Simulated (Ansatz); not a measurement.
Input and command of a calculation in Ansatz (plane waves; scalar-relativistic PAW potentials unless the input names others):

```yaml
crystal:
  lattice:
    - [3.3428660531, 0.0, 0.0]
    - [-1.6714330265, 2.8950069234, 0.0]
    - [0.0, 0.0, 5.202714]
  atoms:
    - { symbol: Hf, position: [0.6587138959, 0.3345388572, 0.7566446089] }
    - { symbol: Hf, position: [0.3333333333, 0.6666666667, 0.25] }
    - { symbol: C, position: [0.0, 0.0, 0.0] }
    - { symbol: C, position: [0.0, 0.0, 0.5] }
basis:
  ecutwfc: 420
kpoints:
  mp_grid: { grid: [12, 12, 8] }
hamiltonian:
  xc: pbe
scf:
  occupations: { method: gaussian, width: 0.1 }
  max_iter: 100
output:
  forces: true
  eigenvalues: true
  stress: true
ENCUT: 60
```

```bash
ansatz run input.yaml --threads 1 --pin off --max-ram 1331MiB --backend cpu --events-out ev --progress --plain --runs-dir out
```

**Question.** Will this input run?

**Answer.** The program refuses it, because of a keyword of another program (ENCUT: not typed → 60). Without that key it is accepted.

Abridged log:
```
Error: YAML parse error: error: line 24 column 1: unknown field `ENCUT`, expected one of crystal, accuracy, basis, kpoints, hamiltonian, magnetization, projection, total_charge, correlation, batch, efield, external_charges, scf, relax, neb, saddle, md, ramp, phonons, dielectric, real_time, elastic, magnetic_configurations, gw, evaluate, workflow, output, checkpoint, execution
  --> <input>:24:1
   |
22 |   eigenvalues: true
23 |   stress: true
24 | ENCUT: 60
   | ^ unknown field `ENCUT`, expected one of crystal, accuracy, basis, kpoints, hamiltonian, magnetization, projection, total_charge, correlation, batch, efield, external_charges, scf, relax, neb, saddle, md, ramp, phonons, dielectric, real_time, elastic, magnetic_configurations, gw, evaluate, workflow, output, checkpoint, execution
```